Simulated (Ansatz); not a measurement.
**simple cubic against fcc along the lanthanides**

These are results of DFT, BLYP, plane waves (420 eV) with PAW, scalar-relativistic in Ansatz, not measurements. (PAW data from PBE, frozen cores regenerated.)

Each structure is relaxed within its symmetry, in the lowest magnetic state of the tried starts. Differences under about 8 meV lie within the error of the k-point mesh.

Semilocal functionals delocalise ytterbium's f shell and shrink the cell.

```json
{"element": "La", "E(simple cubic) − E(fcc) (meV/atom)": "471", "V(simple cubic) (Å³/atom)": "40.74", "V(fcc) (Å³/atom)": "40.03", "state of simple cubic": "spin not included", "state of fcc": "spin not included"}
{"element": "Yb", "E(simple cubic) − E(fcc) (meV/atom)": "465", "V(simple cubic) (Å³/atom)": "42.76", "V(fcc) (Å³/atom)": "37.25", "state of simple cubic": "spin not included", "state of fcc": "non-magnetic"}
{"element": "Lu", "E(simple cubic) − E(fcc) (meV/atom)": "?", "V(simple cubic) (Å³/atom)": "?", "V(fcc) (Å³/atom)": "?", "state of simple cubic": "?", "state of fcc": "?"}
```

Problem. Fill in the row of Lu.

Solution. E(simple cubic) − E(fcc) (meV/atom): 711; V(simple cubic) (Å³/atom): 34.29; V(fcc) (Å³/atom): 29.69; state of simple cubic: spin not included; state of fcc: spin not included.
